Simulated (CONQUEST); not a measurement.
**Te under changes of volume**

One of the cells (33.925 Å³/atom); the others are scaled copies at fixed shape and fractional positions:

```
CELL_PARAMETERS angstrom
4.45400 0.00000 0.00000
0.00000 5.92400 0.00000
0.00000 0.00000 7.71455
ATOMIC_POSITIONS crystal
Te 0.36550 0.00000 0.36550
Te 0.86550 0.00000 0.86550
Te 0.26900 0.66667 0.00000
Te 0.76900 0.66667 0.50000
Te 0.36550 0.33333 0.63450
Te 0.86550 0.33333 0.13450
```

```yaml
Program: CONQUEST 1.3
Functional: PBEsol
Potentials_or_basis: PseudoDojo NC PBEsol, DZP, grid of 48 × 60 × 72 points
k_mesh: 6 × 5 × 4
Occupations: fermi-dirac, width 0.05 eV
Spin: no spin polarisation
```

| volume (Å³/atom) | energy over the lowest point (meV/atom) | pressure (GPa) | gap on the mesh (eV) | largest force (eV/Å) |
| --- | --- | --- | --- | --- |
| 31.890 | 22.91 | 3.7 | 0.51 | 0.803 |
| 32.568 | 10.05 | 2.3 | 0.52 | 0.672 |
| 33.247 | 2.64 | 1.2 | 0.53 | 0.547 |
| 33.925 | 0.00 | 0.1 | 0.54 | 0.435 |
| 34.604 | 1.75 | -0.9 | 0.55 | 0.323 |
| 35.282 | ? | ? | ? | ? |
| 35.961 | 16.37 | -2.5 | 0.56 | 0.140 |

What does the run at 35.282 Å³/atom give?

Energy over the lowest point 7.44 meV/atom; pressure -1.8 GPa; gap on the mesh 0.56 eV; largest force 0.232 eV/Å.

Worked out: A Birch-Murnaghan fit of order 3 (a polynomial in V^(-2/3)) to the other rows has its minimum at 33.98 Å³/atom with B0 = V·E''(V) = 51 GPa and B' = 4.6 at fixed shape and positions, which overstates the stiffness. It gives 7.32 meV/atom at 35.282 Å³/atom, against the run's 7.44, and -dE/dV = -1.7 GPa, against -1.8. A straight line through the other rows of the gap, of slope 0.429 eV per unit of ln V, gives 0.56 eV, against the run's 0.56.

Energies are extrapolated to zero smearing.

Caveats: spin-orbit coupling is left out, which moves the levels of the heavy elements; an odd mesh through Γ misses points on the zone boundary, where band edges often lie; the basis of atomic orbitals isn't converged, which shifts pressures, moduli and gaps.
